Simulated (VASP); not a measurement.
Ba, 1 atom in the cell. The structure is cubic, space group Im-3m (No. 229). Conventional cell: a = 5.025 Å, b = 5.025 Å, c = 5.025 Å, α = 90.00°, β = 90.00°, γ = 90.00°. Around Ba (site symmetry m-3m) lie 8 Ba at 4.35 Å. 

* Program: VASP 6.6.1
* Task: relaxation of cell and atoms
* Functional: PBE
* Potentials or basis: VASP PAW PBE potentials, release 64 (Ba_sv)
* Cutoff: 600 eV
* k mesh: 12 × 12 × 12
* Occupations: gaussian, width 0.1 eV
* Spin: no spin polarisation
* Further INCAR settings: ALGO = Normal; EDIFF = 1e-07; IBRION = 2; EDIFFG = -0.005; NSW = 90; ISIF = 3

Potentials or basis: VASP PAW PBE potentials, release 64 (Ba_sv).

Run with:

```bash
$ cat potpaw_PBE.64/Ba_sv/POTCAR > POTCAR
$ mpirun -np 1 vasp_std > vasp.out
```

Hardware: 1 thread of AMD EPYC 9R45 (Zen 5) (shared host).

**Question.** Estimate the wall time of this run.

**Answer.** Wall time 34 s on 1 thread of AMD EPYC 9R45 (Zen 5) (shared host), peak memory 0.2 GiB. Counts: scf iterations 15, k points 72, ion steps 2.
